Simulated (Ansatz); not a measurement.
HgTe: a sublattice moved along a line

All numbers below come from DFT PBEsol, scalar-relativistic, plane waves, PAW (Ansatz 0.2.0). Settings: plane waves to 420 eV, k-mesh 14×14×14 (Γ-centred), Gaussian smearing 0.15 eV. Spin–orbit coupling is left out, which can shift energies with elements as heavy as these. No spin polarisation. Energies are free energies at this smearing, counted from the undisturbed cell; pressure is positive in compression.

Reference structure (as given, not relaxed at this level; it stands at -3.6 GPa; this rock-salt form isn't the usual structure):

```
Hg Te
1.0
     0.00000    3.07712    3.07712
     3.07712    0.00000    3.07712
     3.07712    3.07712    0.00000
Hg Te
1 1
Direct
  0.00000 0.00000 0.00000
  0.50000 0.50000 0.50000
```

Every Te atom is moved by x along the Cartesian unit vector (0.000, 0.000, -1.000); the cell and all other atoms stay fixed. The cell is metallic on the mesh throughout.

```
  x (Å)  ΔE (meV/cell) force along x on the moved atoms (eV/Å) pressure (GPa)
-0.1000            6.8                                     0.14            -3.4
-0.0500              ?                                     0.07               ?
 0.0000            0.0                                     0.00            -3.6
 0.0750            3.8                                    -0.10            -3.5
```

Problem. Give the withheld values.

Solution. ΔE (meV/cell) at x (Å) = -0.0500: 1.7; pressure (GPa) at x (Å) = -0.0500: -3.5.